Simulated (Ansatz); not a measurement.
# CdS: the cost of one run

Computed with Ansatz 0.2.0 (DFT PBE, scalar-relativistic, plane waves, PAW, unless a step's input says otherwise).

## (1) The structure to begin with

It takes space group F-43m (No. 216, cubic). The conventional cell has a = 5.886 Å, b = 5.886 Å, c = 5.886 Å, α = 90.00°, β = 90.00°, γ = 90.00°. Around Cd (site symmetry -43m) lie 4 S at 2.55 Å. S (site symmetry -43m) is surrounded by 4 Cd at 2.55 Å.

As a file:

```cif
data_structure
_symmetry_space_group_name_H-M 'F-43m'
_symmetry_Int_Tables_number 216
_cell_length_a 5.8859
_cell_length_b 5.8859
_cell_length_c 5.8859
_cell_angle_alpha 90.000
_cell_angle_beta 90.000
_cell_angle_gamma 90.000
_cell_volume 203.91
loop_
_atom_site_label
_atom_site_type_symbol
_atom_site_symmetry_multiplicity
_atom_site_Wyckoff_symbol
_atom_site_fract_x
_atom_site_fract_y
_atom_site_fract_z
_atom_site_occupancy
Cd1 Cd 4 a 0.00000 0.00000 0.00000 1
S1 S 4 d 0.25000 0.25000 0.75000 1
```

Source of the structure: the Materials Project (structure only).

(A quick probe on a coarse mesh, which set the mesh and smearing, is not shown.)

## (3) Full relaxation

Contents of input.yaml:

```yaml
crystal:
  lattice:
    - [0.0, 2.9429534649, 2.9429534649]
    - [2.9429534649, 0.0, 2.9429534649]
    - [2.9429534649, 2.9429534649, 0.0]
  atoms:
    - { symbol: Cd, position: [0.0, 0.0, 0.0] }
    - { symbol: S, position: [0.25, 0.25, 0.25] }
basis:
  ecutwfc: 420
kpoints:
  mp_grid: { grid: [8, 8, 8] }
hamiltonian:
  xc: pbe
scf:
  occupations: { method: gaussian, width: 0.02 }
output:
  forces: true
  stress: true
  eigenvalues: true
relax:
  adjacent_minimum: "off"
  f_tol: 0.005
  max_steps: 80
  cell: { stress_tol: 0.05 }
```

What time and memory should one allow on 1 thread of an Arm CPU, shared host?

About 13 s, with a peak of 0.32 GiB.
